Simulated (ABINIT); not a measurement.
The system is KZnF3.

```
CELL_PARAMETERS angstrom
4.05000 0.00000 0.00000
0.00000 4.05000 0.00000
0.00000 0.00000 4.05000
ATOMIC_POSITIONS crystal
Zn 0.50000 0.50000 0.50000
K 0.00000 0.00000 0.00000
F 0.50000 0.00000 0.50000
F 0.00000 0.50000 0.50000
F 0.50000 0.50000 0.00000
```

Base run:

* Program: ABINIT 10.8.3 (patched build)
* Functional: PBE
* Potentials or basis: PseudoDojo NC SR PBE v0.5 standard
* Cutoff: 1034 eV
* k mesh: 5 × 5 × 5
* Occupations: fermi-dirac, width 0.05 eV
* Spin: no spin polarisation

Its results: band gap on the k mesh 4.20 eV, indirect (least direct gap 5.71 eV); pressure 3.5 GPa.

Question: The run is repeated on the same cell with these changes: functional from PBE to LDA; potentials or basis from PseudoDojo NC SR PBE v0.5 standard to PseudoDojo NC SR LDA v0.4.1 standard; cutoff from 1034 eV to 1088 eV. What comes out?

Answer: Band gap on the k mesh 3.95 eV, indirect (least direct gap 5.43 eV); pressure -5.2 GPa.

Caveats: an odd mesh through Γ misses points on the zone boundary, where band edges often lie.

Not every run made on this cell is shown here.
